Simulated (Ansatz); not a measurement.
Runs of Ansatz 0.2.0 on TaN. The structure is hexagonal, space group P-6m2 (No. 187). Conventional cell: a = 2.938 Å, b = 2.938 Å, c = 2.883 Å, α = 90.00°, β = 90.00°, γ = 120.00°. Ta (site symmetry -6m2) has 6 N at 2.23 Å as nearest neighbours. Around N (site symmetry -6m2) lie 6 Ta at 2.23 Å. 

```csv
level,U,hubbard projectors,double counting,gap on the mesh (eV),pressure (GPa)
PBEsol+U,Ta d U = 5 eV,ortho-atomic (the default),fll (the default),none,(c)
PBEsol+U,Ta d U = 4 eV,ortho-atomic (the default),fll (the default),none,-1.2
PBEsol+U,Ta d U = 8 eV,ortho-atomic (the default),fll (the default),none,4.0
PBEsol+U,Ta d U = 2 eV,ortho-atomic (the default),fll (the default),none,-3.2
PBEsol+U,Ta d U = 1 eV,ortho-atomic (the default),fll (the default),none,-4.1
PBEsol+U,Ta d U = 6 eV,ortho-atomic (the default),fll (the default),none,1.1
PBEsol,-,-,-,none,(a)
PBEsol+U,Ta d U = 3 eV,ortho-atomic (the default),fll (the default),none,(b)
```

Alike in all rows: task projected density of states; potentials or basis Ansatz PAW; no spin polarisation; cell as given; k mesh 10 × 10 × 9; cutoff (eV) 420; smearing fermi-dirac 0.05 eV.

Task: Estimate the missing entries.

Result: (a) -4.9; (b) -2.2; (c) -0.1.

Caveats: the PAW data sets come from PBE, with cores solved anew for the run's functional, which leaves a small shift of forces and pressure; U without spin polarisation on a metal has little footing (some runs).

A k mesh can miss the band edges, and the runs leave out spin-orbit coupling on Ta.

A gap of «none» marks a metal or a gap under the smearing width.
